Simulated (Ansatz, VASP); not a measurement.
**Two plane-wave programs on SiC**

Contents of INCAR:

```
SYSTEM = SiC
PREC = Accurate
ENCUT = 520
EDIFF = 1E-6
ISMEAR = 0
SIGMA = 0.05
LREAL = .FALSE.
LASPH = .TRUE.
NELM = 100
ALGO = Normal
ISIF = 2
LWAVE = .FALSE.
LCHARG = .FALSE.
GGA = PE
NBANDS = 16
```

Contents of KPOINTS:

```
regular mesh
0
G
  12 12 6
  0 0 0
```

File POSCAR:

```
SiC
1.0
    2.9680957510      0.0000000000      0.0000000000
   -1.4840478755      2.5704463213      0.0000000000
    0.0000000000      0.0000000000      5.2769820245
Si C
2 2
Direct
    0.3333333333      0.6666666667      0.0045635313
    0.6666666667      0.3333333333      0.5045635313
    0.3333333333      0.6666666667      0.3804364687
    0.6666666667      0.3333333333      0.8804364687
```

Input for Ansatz:

```yaml
crystal:
  lattice:
    - [2.968095751, 0.0, 0.0]
    - [-1.4840478755, 2.5704463213, 0.0]
    - [0.0, 0.0, 5.2769820245]
  atoms:
    - { symbol: Si, position: [0.3333333333, 0.6666666667, 0.0045635313] }
    - { symbol: Si, position: [0.6666666667, 0.3333333333, 0.5045635313] }
    - { symbol: C, position: [0.3333333333, 0.6666666667, 0.3804364687] }
    - { symbol: C, position: [0.6666666667, 0.3333333333, 0.8804364687] }
basis:
  ecutwfc: 420
kpoints:
  mp_grid: { grid: [12, 12, 6] }
hamiltonian:
  xc: pbe
scf:
  occupations: { method: gaussian, width: 0.05 }
output:
  forces: true
  stress: true
  eigenvalues: true
```

Change from the starting cell: strain -0.040 along x and y, +0.040 along z, atoms carried along.

Alike in both runs: task single point; functional PBE; k mesh 12 × 12 × 6; occupations gaussian, width 0.05 eV; no spin polarisation.

```csv
,VASP,Ansatz
version,VASP 6.6.1,Ansatz 0.2.0
potentials or method,"VASP PAW PBE potentials, release 64 (Si, C)","scalar-relativistic, plane waves, PAW"
plane-wave cutoff (eV),520,420
valence electrons in the cell,16,16
```

```csv
,VASP,Ansatz,Ansatz less VASP
gap on the k mesh at the Fermi level (eV),1.90,1.91,+0.008
least direct gap on the mesh (eV),4.41,4.42,+0.006
pressure (GPa),12.1,12.1,+0.07
largest component of the traceless stress (GPa),30.45,30.32,-0.127
rms of the force components (eV/Å),0.367,0.368,+0.0011
```

Atom by atom the forces differ by 0.001 eV/Å (rms over components).

A k mesh can miss the band edges.
